In a face-centred cubic crystal, the number of plane waves that share the shortest length depends on where in the Brillouin zone one looks. There is one at the centre Γ and inside the zone, two at L and on the line from X to W, three at K and four at W. Waves of equal length have equal kinetic energy, so even a weak crystal potential, if it couples them, mixes them strongly and pushes the lowest mixture down. This count helps to explain how far the lowest band of boron phosphide lies below the energy of a free wave. The same question, which states may mix at a given point, also leads to the position of the gap.

Kohn–Sham levels of boron phosphide (BP, F-43m) at points of an 8×8×8 k mesh, from ABINIT 10.8.3 with PBEsol, without spin polarisation or spin–orbit coupling. The calculation uses PseudoDojo NC SR PBEsol v0.4 stringent pseudopotentials, a 925.187 eV plane-wave cutoff and Fermi–Dirac smearing of 0.05 eV. Energies are counted from the valence top.

| point a (reciprocal cell vector) | point b (reciprocal cell vector) | point c (reciprocal cell vector) | level under 4 (eV) | level under 3 (eV) | level under 2 (eV) | level under 1 (eV) | level over 1 (eV) | level over 2 (eV) |
| --- | --- | --- | --- | --- | --- | --- | --- | --- |
| 0.0000 | 0.0000 | 0.0000 | -15.496 | 0.000 | 0.000 | 0.000 | 3.359 | 3.359 |
| 0.5000 | 0.0000 | 0.0000 | -12.147 | -9.091 | -1.764 | -1.764 | 3.720 | 4.645 |
| -0.2500 | 0.2500 | 0.0000 | -12.660 | -6.485 | -5.289 | -1.946 | 3.771 | 6.326 |
| 0.3750 | 0.3750 | 0.0000 | -12.251 | -6.552 | -3.787 | -3.787 | 1.169 | 2.547 |
| -0.3750 | 0.3750 | 0.0000 | -10.618 | -8.170 | -6.294 | -3.526 | 2.035 | 5.903 |
| -0.3750 | 0.5000 | 0.1250 | -10.489 | -8.367 | -4.974 | -4.910 | 2.799 | 3.250 |
| -0.2500 | 0.5000 | 0.2500 | -10.339 | -8.052 | -5.738 | -5.534 | 5.235 | 6.637 |

From top to bottom, the rows are Γ, L, a point two thirds of the way from Γ to K, a point three quarters of the way from Γ to X, K, the midpoint of X–W, and W. They are separate points, not steps along one path. "Level under 4" is the lowest of the four filled levels and "level under 1" the highest; "level over 1" is the lowest empty level. Energies are counted from the highest filled level at Γ.

### The lowest band: a wave in a nearly empty box

Take first the limit of a vanishing crystal potential. The lowest level then rises from Γ by the kinetic energy of the shortest wave,

$$E=\frac{\hbar^2}{2m}\left(\frac{2\pi}{a}\right)^2\kappa^2 ,$$

where $m$ is the electron mass, $a$ the cubic cell edge and $\kappa$ the length of the wave vector in units of $2\pi/a$. The primitive edge of 3.209 Å gives $a=\sqrt2\times3.209=4.538$ Å.

For the point towards X, $\kappa=0.75$. With $\hbar^2/2m=3.81$ eV Å$^2$, the estimate is $3.81\times(2\pi/4.538)^2\times0.75^2=4.11$ eV. The computed band rises by 3.245 eV, so the free wave overshoots by about 27% of the computed rise. No constant in this estimate was adjusted to the levels.

At W the estimate fails badly: it gives 9.13 eV against a computed rise of 5.157 eV. Mixing of equal waves is the expected reason: four of them meet here and can combine into a state that gathers its charge where the potential is attractive. What they gain depends on which components of the potential link them, not on their number alone. Over all rows, as the printed output shows, the overshoot is larger wherever more equal waves meet. The count fits this order but does not give the size of the lowering, which also depends on the strength of the potential and on waves that lie only a little higher. The kinetic energy of the free wave grows in the same order as the overshoot, so the order alone does not prove that the count is the cause.

The one irregular step in this band points to the kind of coupling as much as to the count. By kinetic energy alone, K should lie 0.46 eV above the midpoint of X–W, yet the calculation puts it 0.13 eV below. Three equal waves meet at K, and two of the three links between them run through the component of the potential with the longest wavelength. The two waves at the midpoint are linked only through the next component, which vanishes for identical atoms, so the same step is expected in the diamond structure. In a two-wave picture their direct mixing gains half the splitting of the pair, 1.06 eV of the overshoot of 2.753 eV; the rest must come from higher waves.

### Why the filled levels peak at Γ

The other three filled levels run the opposite way: they are highest at Γ and lie lower at every other point of the table. So strong is this fall that the mean of the four filled levels is 3.5 eV lower at W than at Γ, although the lowest one rises. The top of the filled levels therefore marks the place where bonding is weakest, and the task is to find what weakens it there.

At Γ, symmetry keeps the valence s and p orbitals apart, and the three highest filled levels are p-like and equal. Each p orbital meets its four neighbours at a slant, partly head-on (sigma) and partly sideways (pi). Let $V_\sigma>0$ and $V_\pi<0$ be the usual couplings between p orbitals for these two kinds of contact. The sum over four neighbours is then

$$\text{at }\Gamma:\ \tfrac43\,(V_\sigma+2V_\pi),\qquad \text{at X}:\ \tfrac43\,(V_\sigma-V_\pi),$$

where the second sum holds for the p orbitals perpendicular to the direction of X.

At Γ the sideways contact thus works against the head-on bond, while at X the changed phases of the neighbours let both bind. The table shows the expected fall. Three quarters of the way to X, the highest filled levels are still an equal pair, as perpendicular p orbitals should be, and they lie at −3.787 eV. At L, where the phases have changed in another way, the equal pair has sunk only to −1.764 eV. The levels and their equalities come from the calculation; the balance of sigma and pi is the standard nearest-neighbour argument for them.

### Why the lowest empty level lies elsewhere

Weak p bonding at Γ also means weak antibonding, so the empty p-like partners lie low there. Accordingly, the direct gap is smallest at Γ, 3.359 eV, and reaches 10.77 eV at W. The lowest empty level at Γ appears twice, which shows that it belongs to the p-like set. The single s-like antibonding state must lie at least as high.

On the way to X, the p-like antibonding state that points along the path loses its symmetry protection. In the nearest-neighbour picture its coupling to the equally directed p orbitals of the neighbours fades to zero at X, so it loses antibonding character, and it may now mix with higher s-like states, which push it down. The s-like antibonding state of Γ is a poor candidate for this: for identical atoms symmetry forbids that mixing along this line, and the band is known to fall there all the same, as in silicon. The calculation shows a fall of 2.190 eV between Γ and the point three quarters of the way to X. How the fall divides between these causes is not tested by the energies alone.

The smallest gap on the mesh is therefore not the direct one at Γ but 1.169 eV. It joins the highest filled level at Γ to an empty level near X. The direct gap at that point near X is much wider, 4.956 eV, because the filled levels have sunk there too. A photon carries almost no crystal momentum, so absorption or emission across the smallest gap needs the help of a lattice vibration, and boron phosphide is a poor light emitter for this reason.

The full mesh of the calculation includes X itself and holds no lower empty level than this one. The limit of two identical atoms makes that understandable. In the diamond structure, two empty bands meet at X with opposite slopes, so the lower one must reach its minimum before X. In boron phosphide the meeting is split, but the minimum can still stay inside the zone.

The value of 1.169 eV needs some care. The true minimum may fall between mesh points, which would make the gap at these settings smaller still. PBEsol, for its part, makes gaps too small; the measured one is roughly 2 eV, a recalled figure. The indirect character rests on a difference of more than 2 eV between the two gaps and is much safer than the size of either.

### What the unlike atoms do between X and W

The limit of identical atoms also serves as a reference for the last two rows. In the diamond structure, symmetry makes all levels pair up on the line from X to W. Any splitting within these pairs in boron phosphide therefore exists only because boron and phosphorus differ. The lowest filled pair is split by 2.122 eV at the midpoint and by 2.287 eV at W.

A chain of equally spaced atoms of two alternating kinds shows the principle. At the edge of its zone, one wave can sit on the first kind of atom and the other on the second, and the gap between them closes when the atoms become alike. The analogy ends at the lowest pair, since the chain has one orbital per atom. In boron phosphide s and p orbitals mix, so the 2.1 eV is not simply the difference between two atomic levels.

Not every splitting at the zone's edge has this origin. At L the two lowest levels lie 3.056 eV apart, but there the contributions of the two atoms to the potential do not cancel even when the atoms are identical. A large splitting at L is thus no measure of how unlike the atoms are, whereas a splitting on X–W needs unlike atoms, although its size differs from pair to pair.

The upper filled pair responds far less: it splits by 0.064 eV at the midpoint and by 0.204 eV at W. At X itself these two levels stay equal even for unlike atoms, because the two directions perpendicular to the line from Γ to X are equivalent there. The midpoint is still close to that protected point, and W is farther away. The contrast between atoms is the same for both pairs, but only the upper pair is held together by symmetry at X. How fast it opens towards W is not fixed by symmetry and has to be calculated.

Numerical output:

```
Lowest band against a free wave in eV:
     row  point  equal waves  free wave energy  computed rise  shortfall
     0.0      1            1                 0              0          0
     0.5      2            2             5.477          3.349      2.128
   -0.25      3            1             3.652          2.836     0.8156
   0.375      4            1             4.108          3.245     0.8631
  -0.375      5            3             8.216          4.878      3.338
  -0.375      6            2              7.76          5.007      2.753
   -0.25      7            4             9.129          5.157      3.972
Gap at each point and mean of the four filled levels in eV:
     row  point  direct gap  mean filled level
     0.0      1       3.359             -3.874
     0.5      2       5.484             -6.191
   -0.25      3       5.717             -6.595
   0.375      4       4.956             -6.594
  -0.375      5       5.561             -7.152
  -0.375      6       7.709             -7.185
   -0.25      7       10.77             -7.416
Lowest empty level less highest filled level over all points in eV: 1.169
Fall of lowest empty level from Gamma to the Delta point in eV: 2.19
Fall of highest filled level from Gamma to the Delta point in eV: 3.787
Change of mean filled level from Gamma to W in eV: -3.542
Midpoint X-W less K in the lowest band in eV: 0.129
Midpoint X-W less K for the free wave in eV: -0.4565
Splitting of the two lowest filled levels at L in eV: 3.056
Splitting of lowest filled pair at midpoint X-W in eV: 2.122
Splitting of lowest filled pair at W in eV: 2.287
Splitting of upper filled pair at midpoint X-W in eV: 0.064
Splitting of upper filled pair at W in eV: 0.204
Splitting of lowest empty pair at midpoint X-W in eV: 0.451
Splitting of lowest empty pair at W in eV: 1.402
```
